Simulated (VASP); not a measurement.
Input of a VASP 6.6.1 run:

File INCAR:

```
PREC = Accurate ; ENCUT = 520
EDIFF = 1E-7 ; ISMEAR = 0
SIGMA = 0.1 ; LREAL = False
LASPH = True ; NELM = 120
ALGO = Normal ; ISIF = 3
LWAVE = False ; LCHARG = False
ISPIN = 2 ; MAGMOM = 4 0
LORBIT = 11 ; LMAXMIX = 4
GGA = PE ; IBRION = 2
NSW = 60 ; EDIFFG = -0.005
POTIM = 0.3
```

Contents of KPOINTS:

```
Automatic mesh
0
Gamma
  10 10 10
```

The input POSCAR:

```
MnO                                     
1.0
   -0.0000000000      2.2263138186      2.2263138186
    2.2263138186     -0.0000000000      2.2263138186
    2.2263138186      2.2263138186      0.0000000000
  Mn              O             
     1     1
Direct
     1.0000000000000000    0.0000000000000000    1.0000000000000000
     0.5000000000000000    0.5000000000000000    0.5000000000000000
```

Potentials or basis: VASP PAW PBE potentials, release 64 (Mn_pv, O).

Run with:

```sh
$ cat potpaw_PBE.64/Mn_pv/POTCAR potpaw_PBE.64/O/POTCAR > POTCAR
$ mpirun -np 1 vasp_std > vasp.out
```

(1) What does it give for the relaxed volume?

(2) What does it give for the net moment?

(3) Predict the site moments.

## Answers

(1) 11.02 Å³/atom.

(2) 4.80 μB per cell.

(3) Mn +4.35; O +0.21 μB.

Caveat: a cell with one magnetic atom can't hold antiferromagnetic order, which such compounds often take.
